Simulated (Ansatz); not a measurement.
V: equation of state with PBEsol

Crystal: V.

```
V
1.0
     2.60429    0.00000    0.00000
    -1.30215    2.25538    0.00000
     0.00000    0.00000    4.72334
V
2
Direct
  0.33333 0.66667 0.25000
  0.66667 0.33333 0.75000
```

This isn't the form of V at room conditions, which is bcc.

```json
{
 "Program": "Ansatz 0.2.0",
 "Task": "equation of state",
 "Functional": "PBEsol",
 "Potentials or basis": "Ansatz PAW",
 "Cutoff": "420 eV",
 "Density cutoff": "1680 eV",
 "k mesh": "12 × 12 × 6",
 "Occupations": "fermi-dirac, width 0.05 eV",
 "Spin": "collinear spin, ferromagnetic start",
 "Starting moments": "[2.0, 2.0] μB"
}
```

- Equilibrium volume: 13.31 Å³/atom
- Bulk modulus at fixed shape and positions: 188 GPa
- Pressure derivative of the bulk modulus: 4.0

Energy against volume, from the lowest point:
```tsv
volume (Å³/atom)	energy (meV/atom)
13.039	3.24
13.317	0.00
13.594	3.53
13.872	13.17
14.149	28.33
14.427	48.46
14.704	73.08
```

All runs of the series together: 26 s on 2 threads of Arm Neoverse V2 (shared host).

Caveat: the cell was scaled at fixed shape and fractional positions, which overstates the stiffness of a crystal with free parameters, most of all of layers and chains.
